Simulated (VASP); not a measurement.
Set up this calculation in VASP 6.6.1, as the native input.

| Quantity | Value |
| --- | --- |
| Task | relaxation of cell and atoms |
| Functional | rev-vdW-DF2 |
| Potentials or basis | VASP PAW PBE potentials, release 64 (Al) |
| Cutoff | 600 eV |
| k mesh | 11 × 11 × 11 |
| Occupations | fermi-dirac, width 0.05 eV |
| Spin | no spin polarisation |
| Further INCAR settings | ALGO = Normal; EDIFF = 1e-07; IBRION = 2; EDIFFG = -0.005; NSW = 40; ISIF = 3 |

The structure of Al lies in POSCAR:

```
Al
1.0
    0.0000000000      2.0248050000      2.0248050000
    2.0248050000      0.0000000000      2.0248050000
    2.0248050000      2.0248050000      0.0000000000
Al
1
Direct
    0.0000000000      0.0000000000      0.0000000000
```

These files were run (other wordings do the same):

INCAR

```
SYSTEM = Al
PREC = Accurate
ENCUT = 600
EDIFF = 1E-7
ISMEAR = -1
SIGMA = 0.05
LREAL = .FALSE.
LASPH = .TRUE.
NELM = 60
ALGO = Normal
ISIF = 3
LWAVE = .FALSE.
LCHARG = .FALSE.
GGA = MK
LUSE_VDW = .TRUE.
AGGAC = 0.0
PARAM1 = 0.1234
PARAM2 = 0.711357
ZAB_VDW = -1.8867
IBRION = 2
NSW = 40
EDIFFG = -0.005
```

KPOINTS

```
Automatic mesh
0
G
  11 11 11
  0 0 0
```

Potentials or basis: VASP PAW PBE potentials, release 64 (Al).

Command:

```sh
$ cat potpaw_PBE.64/Al/POTCAR > POTCAR
$ mpirun -np 1 vasp_std > vasp.out
```

Results of the run:

* Relaxed volume: 16.47 Å³/atom
* Relaxed cell: a = 2.856 Å, b = 2.856 Å, c = 2.856 Å, α = 60.00°, β = 60.00°, γ = 60.00°
* Space group after relaxing (to 0.05 Å): Fm-3m (No. 225)
* Energy gained by relaxing: 0.2 meV/atom
* Ionic steps: 3
* Pressure after relaxing: 0.0 GPa
* Band gap on the k mesh: none (metal or under the smearing width)

Caveat: the PAW data sets were made with another functional, which shifts forces and pressure a little.

It took 41 s on 1 thread of Intel(R) Xeon(R) Platinum 8375C CPU @ 2.90GHz (Ice Lake), on a shared host, peak memory 0.25 GiB.
